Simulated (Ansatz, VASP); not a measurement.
**One calculation of SrO, two programs**

Contents of INCAR:

```
SYSTEM = SrO
  PREC = Accurate
  ENCUT = 520
  EDIFF = 1E-6
  ISMEAR = 0
  SIGMA = 0.01
  LREAL = .False.
  LASPH = .True.
  NELM = 100
  ALGO = Normal
  ISIF = 2
  LWAVE = .False.
  LCHARG = .False.
  GGA = PE
  NBANDS = 24
```

KPOINTS

```
Automatic mesh
0
Gamma
  6 6 4
  0 0 0
```

The input POSCAR:

```
SrO
1.0
    4.2700252809      0.0000000000      0.0000000000
   -2.1350126404      3.6979503680      0.0000000000
    0.0000000000      0.0000000000      5.1444569793
Sr O
2 2
Direct
    0.3333333333      0.6666666667      0.2500000000
    0.6666666667      0.3333333333      0.7500000000
    0.6666666667      0.3333333333      0.2500000000
    0.3333333333      0.6666666667      0.7500000000
```

Input for Ansatz:

```yaml
crystal:
  lattice:
    - [4.2700252809, 0.0, 0.0]
    - [-2.1350126404, 3.697950368, 0.0]
    - [0.0, 0.0, 5.1444569793]
  atoms:
    - { symbol: Sr, position: [0.3333333333, 0.6666666667, 0.25] }
    - { symbol: Sr, position: [0.6666666667, 0.3333333333, 0.75] }
    - { symbol: O, position: [0.6666666667, 0.3333333333, 0.25] }
    - { symbol: O, position: [0.3333333333, 0.6666666667, 0.75] }
kpoints:
  mp_grid: { grid: [6, 6, 4] }
hamiltonian:
  xc: pbe
scf:
  occupations: { method: fixed }
  n_extra_bands: 5
output:
  forces: true
  stress: true
  eigenvalues: true
  write_density: true
  write_potential: true
  elf: true
  volumetric_format: npy
```

The cell was built by a generator and needn't be a form met in nature.

Alike in both runs: task single point; functional PBE; k mesh 6 × 6 × 4; no spin polarisation.

|  | VASP | Ansatz |
| --- | --- | --- |
| version | VASP 6.6.1 | Ansatz 0.2.0 |
| potentials or method | VASP PAW PBE potentials, release 64 (Sr_sv, O) | plane waves, PAW |
| plane-wave cutoff (eV) | 520 | 420 |
| occupations | gaussian, width 0.01 eV | fixed |
| valence electrons in the cell | 32 | 32 |

```csv
,VASP,Ansatz,Ansatz less VASP
gap on the k mesh at the Fermi level (eV),2.64,2.66,+0.019
pressure (GPa),1.7,1.2,-0.47
largest component of the traceless stress (GPa),0.30,0.29,-0.015
```

As with any semilocal functional, this PBE gap is likely too small.
